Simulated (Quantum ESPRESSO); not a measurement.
CdGeAs2:

```xyz
8
Lattice="-2.9889 2.9889 5.6643 2.9889 -2.9889 5.6643 2.9889 2.9889 -5.6643" Properties=species:S:1:pos:R:3 pbc="T T T"
Cd    0.0000    0.0000    5.6643
Cd    2.9889    0.0000    2.8321
As    1.4944    1.3224   -1.4161
As    1.6665   -1.4944    7.0804
As    1.4944    1.6665    4.2482
As    1.3224    4.4833    1.4161
Ge    0.0000    2.9889    2.8321
Ge    0.0000    0.0000    0.0000
```

The cell is a database's computed one.

Base run:

| Quantity | Value |
| --- | --- |
| Program | Quantum ESPRESSO 7.5 |
| Functional | PBE |
| Potentials or basis | SSSP 1.3 efficiency PBE |
| Cutoff | 816 eV |
| Density cutoff | 6531 eV |
| k mesh | 6 × 6 × 6 |
| Occupations | fermi-dirac, width 0.05 eV |
| Spin | no spin polarisation |

Its results: band gap on the k mesh 0.19 eV, indirect (least direct gap 0.22 eV); pressure 2.3 GPa; largest force 0.145 eV/Å.

Problem. The run is repeated on the same cell with these changes: functional from PBE to LDA; potentials or basis from SSSP 1.3 efficiency PBE to GBRV 1.5 LDA; cutoff from 816 eV to 612 eV; density cutoff from 6531 eV to 4898 eV. What comes out?

Solution. Band gap on the k mesh 0.20 eV, indirect (least direct gap 0.22 eV); pressure -2.3 GPa; largest force 0.223 eV/Å.

Caveats: the mesh misses the band edges, which the band path finds closer together (some runs).

Not every run made on this cell is shown here.
